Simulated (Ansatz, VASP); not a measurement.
One calculation of BAs, two programs

```
B As
1.0
     0.00000    2.39126    2.39126
     2.39126    0.00000    2.39126
     2.39126    2.39126    0.00000
B As
1 1
Direct
  0.00000 0.00000 0.00000
  0.25000 0.25000 0.25000
```

Alike in both runs: functional r2SCAN; k mesh 10 × 10 × 10; occupations fermi-dirac, width 0.02 eV; no spin polarisation.

Ansatz relaxed the structure, and its values are those at the end. VASP's run is a single point on that final structure, the one shown.

|  | VASP | Ansatz |
| --- | --- | --- |
| version | VASP 6.6.1 | Ansatz 0.2.0 |
| potentials or method | VASP PAW PBE potentials, release 64 (B, As) | PAW plane waves |
| plane-wave cutoff (eV) | 520 | 500 |
| valence electrons in the cell | 8 | 18 |

|  | VASP | Ansatz | Ansatz less VASP |
| --- | --- | --- | --- |
| gap on the k mesh at the Fermi level (eV) | 1.37 | 1.37 | 0.000 |
| pressure (GPa) | 0.4 | 0.0 | -0.36 |

The functional is the same, so the differences come from potentials, cutoffs and numerics. The two sets of potentials don't hold the same shells in valence.

Caveats: the PAW data sets were made with another functional, which shifts forces and pressure a little (VASP). A k mesh can miss the band edges. r2SCAN opens gaps a little over a GGA but as a rule still falls short of measured ones.
